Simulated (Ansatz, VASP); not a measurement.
InAs in VASP and in Ansatz

INCAR

```
SYSTEM = InAs
  ALGO = Normal
  EDIFF = 1E-6
  ENCUT = 520
  GGA = CA
  ISIF = 2
  ISMEAR = -1
  LASPH = .TRUE.
  LCHARG = .FALSE.
  LREAL = .FALSE.
  LWAVE = .FALSE.
  NBANDS = 16
  NELM = 80
  PREC = Accurate
  SIGMA = 0.08
```

Contents of KPOINTS:

```
k-points
0
G
  11 11 11
  0 0 0
```

POSCAR

```
InAs
1.0
    0.0000000000      2.8877328299      2.8877328299
    2.8877328299      0.0000000000      2.8877328299
    2.8877328299      2.8877328299      0.0000000000
In As
1 1
Direct
    0.0000000000      0.0000000000      0.0000000000
    0.2500000000      0.2500000000      0.2500000000
```

Input for Ansatz:

```yaml
crystal:
  lattice:
    - [0.0, 2.8877328299, 2.8877328299]
    - [2.8877328299, 0.0, 2.8877328299]
    - [2.8877328299, 2.8877328299, 0.0]
  atoms:
    - { symbol: In, position: [0.0, 0.0, 0.0] }
    - { symbol: As, position: [0.25, 0.25, 0.25] }
kpoints:
  mp_grid: { grid: [11, 11, 11] }
scf:
  occupations: { method: fermi_dirac, width: 0.08 }
hamiltonian:
  xc: lda
  pseudopotentials: { kind: all_electron, lapw: { basis_error: 0.001 } }
output:
  forces: true
  stress: true
  eigenvalues: true
  populations: true
```

Change from the starting cell: volume scaled by 0.88, LAPW.

Alike in both runs: task single point; functional LDA; k mesh 11 × 11 × 11; occupations fermi-dirac, width 0.08 eV; no spin polarisation.

```csv
,VASP,Ansatz
version,VASP 6.6.1,Ansatz 0.2.0
potentials or method,"VASP PAW LDA potentials, release 64 (In_d, As)","all-electron LAPW, scalar-relativistic"
plane-wave cutoff (eV),520,see its input
```

VASP gave:

- pressure (GPa): 10.6

Task: What did Ansatz give for the same quantities?

Result: Pressure (GPa): 10.3.

Ansatz ran all-electron here, so the differences hold the error of VASP's frozen core and of both bases.

Caveats: spin-orbit coupling is left out, which moves the levels of the heavy elements.
